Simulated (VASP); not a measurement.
Set up this calculation in VASP 6.6.1, as an ASE script.

| Property | Result |
| --- | --- |
| Task | relaxation of cell and atoms |
| Functional | PBE |
| Dispersion | ULG |
| Potentials or basis | VASP PAW PBE potentials, release 64 (As, Ga_d) |
| Cutoff | 600 eV |
| k mesh | 8 × 8 × 8 |
| Occupations | gaussian, width 0.05 eV |
| Spin | no spin polarisation |
| Optimiser | vasp |
| Further INCAR settings | ALGO = Normal; EDIFF = 1.00e-06; IBRION = 2; EDIFFG = -2.00e-02; NSW = 40; ISIF = 3 |

The structure of GaAs lies in GaAs.cif:

```cif
data_GaAs
_cell_length_a 5.65370000
_cell_length_b 5.65370000
_cell_length_c 5.65370000
_cell_angle_alpha 90.00000000
_cell_angle_beta 90.00000000
_cell_angle_gamma 90.00000000
_space_group_name_H-M_alt 'F-43m'
_space_group_name_Hall 'F -4 2 3'
_space_group_IT_number 216
loop_
_space_group_symop_operation_xyz
'x,y,z'
'y,-x,-z'
'-x,-y,z'
'-y,x,-z'
'x,-y,-z'
'y,x,z'
'-x,y,-z'
'-y,-x,z'
'z,x,y'
'-z,y,-x'
'z,-x,-y'
'-z,-y,x'
'-z,x,-y'
'z,y,x'
'-z,-x,y'
'z,-y,-x'
'y,z,x'
'-x,-z,y'
'-y,z,-x'
'x,-z,-y'
'-y,-z,x'
'x,z,y'
'y,-z,-x'
'-x,z,-y'
'x,y+1/2,z+1/2'
'y,-x+1/2,-z+1/2'
'-x,-y+1/2,z+1/2'
'-y,x+1/2,-z+1/2'
'x,-y+1/2,-z+1/2'
'y,x+1/2,z+1/2'
'-x,y+1/2,-z+1/2'
'-y,-x+1/2,z+1/2'
'z,x+1/2,y+1/2'
'-z,y+1/2,-x+1/2'
'z,-x+1/2,-y+1/2'
'-z,-y+1/2,x+1/2'
'-z,x+1/2,-y+1/2'
'z,y+1/2,x+1/2'
'-z,-x+1/2,y+1/2'
'z,-y+1/2,-x+1/2'
'y,z+1/2,x+1/2'
'-x,-z+1/2,y+1/2'
'-y,z+1/2,-x+1/2'
'x,-z+1/2,-y+1/2'
'-y,-z+1/2,x+1/2'
'x,z+1/2,y+1/2'
'y,-z+1/2,-x+1/2'
'-x,z+1/2,-y+1/2'
'x+1/2,y,z+1/2'
'y+1/2,-x,-z+1/2'
'-x+1/2,-y,z+1/2'
'-y+1/2,x,-z+1/2'
'x+1/2,-y,-z+1/2'
'y+1/2,x,z+1/2'
'-x+1/2,y,-z+1/2'
'-y+1/2,-x,z+1/2'
'z+1/2,x,y+1/2'
'-z+1/2,y,-x+1/2'
'z+1/2,-x,-y+1/2'
'-z+1/2,-y,x+1/2'
'-z+1/2,x,-y+1/2'
'z+1/2,y,x+1/2'
'-z+1/2,-x,y+1/2'
'z+1/2,-y,-x+1/2'
'y+1/2,z,x+1/2'
'-x+1/2,-z,y+1/2'
'-y+1/2,z,-x+1/2'
'x+1/2,-z,-y+1/2'
'-y+1/2,-z,x+1/2'
'x+1/2,z,y+1/2'
'y+1/2,-z,-x+1/2'
'-x+1/2,z,-y+1/2'
'x+1/2,y+1/2,z'
'y+1/2,-x+1/2,-z'
'-x+1/2,-y+1/2,z'
'-y+1/2,x+1/2,-z'
'x+1/2,-y+1/2,-z'
'y+1/2,x+1/2,z'
'-x+1/2,y+1/2,-z'
'-y+1/2,-x+1/2,z'
'z+1/2,x+1/2,y'
'-z+1/2,y+1/2,-x'
'z+1/2,-x+1/2,-y'
'-z+1/2,-y+1/2,x'
'-z+1/2,x+1/2,-y'
'z+1/2,y+1/2,x'
'-z+1/2,-x+1/2,y'
'z+1/2,-y+1/2,-x'
'y+1/2,z+1/2,x'
'-x+1/2,-z+1/2,y'
'-y+1/2,z+1/2,-x'
'x+1/2,-z+1/2,-y'
'-y+1/2,-z+1/2,x'
'x+1/2,z+1/2,y'
'y+1/2,-z+1/2,-x'
'-x+1/2,z+1/2,-y'
loop_
_atom_site_label
_atom_site_type_symbol
_atom_site_symmetry_multiplicity
_atom_site_Wyckoff_symbol
_atom_site_fract_x
_atom_site_fract_y
_atom_site_fract_z
_atom_site_occupancy
As1 As 4 c 0.2500000000 0.2500000000 0.2500000000 1
Ga1 Ga 4 a 0.0000000000 0.0000000000 0.0000000000 1
```

One way to write it, as run:

run.py

```python
from ase.calculators.vasp import Vasp
from ase.io import read

atoms = read('GaAs.cif', primitive_cell=True, subtrans_included=False)
calc = Vasp(
    directory='calc',
    xc='pbe',
    pp='PBE',
    setups='recommended',
    prec='Accurate',
    encut=600,
    ediff=1e-06,
    ismear=0,
    sigma=0.05,
    lreal=False,
    lasph=True,
    nelm=80,
    algo='Normal',
    isif=3,
    lwave=False,
    lcharg=False,
    ivdw=3,
    ibrion=2,
    nsw=40,
    ediffg=-0.02,
    kpts=[8, 8, 8],
    gamma=True,
)
atoms.calc = calc

print('energy (eV):', atoms.get_potential_energy())
print('free energy (eV):', atoms.get_potential_energy(force_consistent=True))
print('forces (eV/A):')
print(atoms.get_forces())
print('stress (eV/A^3, Voigt):', atoms.get_stress())
print('Fermi level (eV):', calc.get_fermi_level())
print('cell (A, degrees):', atoms.cell.cellpar())
print('volume (A^3):', atoms.get_volume())
print('scaled positions:')
print(atoms.get_scaled_positions())
```

Potentials or basis: VASP PAW PBE potentials, release 64 (As, Ga_d).

Launch:

```bash
$ python run.py
```

Results of the run:

```
Relaxed volume                         : 22.98 Å³/atom
Relaxed cell                           : a = 4.021 Å, b = 4.021 Å, c = 4.021 Å, α = 60.00°, β = 60.00°, γ = 60.00°
Space group after relaxing (to 0.05 Å) : F-43m (No. 216)
Energy gained by relaxing              : 1.4 meV/atom
Ionic steps                            : 3
Pressure after relaxing                : 0.0 GPa
Band gap on the k mesh                 : 0.39 eV, direct
Dispersion energy per atom             : -0.284 eV
```

Wall time 26 s on 1 thread of Intel(R) Xeon(R) Platinum 8559C (Emerald Rapids) (shared host), peak memory 0.2 GiB.
